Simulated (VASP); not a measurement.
The system is NaCl.

```
Na Cl
1.0
     3.95140    0.00000    0.00000
     0.00000    3.95140    0.00000
     0.00000    0.00000    5.75819
Na Cl
2 2
Direct
  0.00000 0.00000 0.00000
  0.50000 0.50000 0.50000
  0.50000 0.50000 0.00000
  0.00000 0.00000 0.50000
```

The cell was built by a generator and isn't the measured one.

Base run:

| Item | Value |
| --- | --- |
| Program | VASP 6.6.1 |
| Functional | PBE0 |
| Potentials or basis | VASP PAW PBE potentials, release 64 (Na_pv, Cl) |
| Cutoff | 520 eV |
| k mesh | 5 × 5 × 3 |
| Occupations | gaussian, width 0.02 eV |
| Spin | no spin polarisation |

Its results: band gap on the k mesh 7.18 eV; pressure 0.1 GPa.

Question: The run is repeated on the same cell with these changes: functional from PBE0 to HSE06; k mesh from 5 × 5 × 3 to 5 × 5 × 4. What comes out?

Answer: Band gap on the k mesh 6.47 eV; pressure 0.2 GPa.

Several settings changed at once, so the effect can't be laid on one alone.

Caveats: the PAW data sets were made with another functional, which shifts forces and pressure a little.
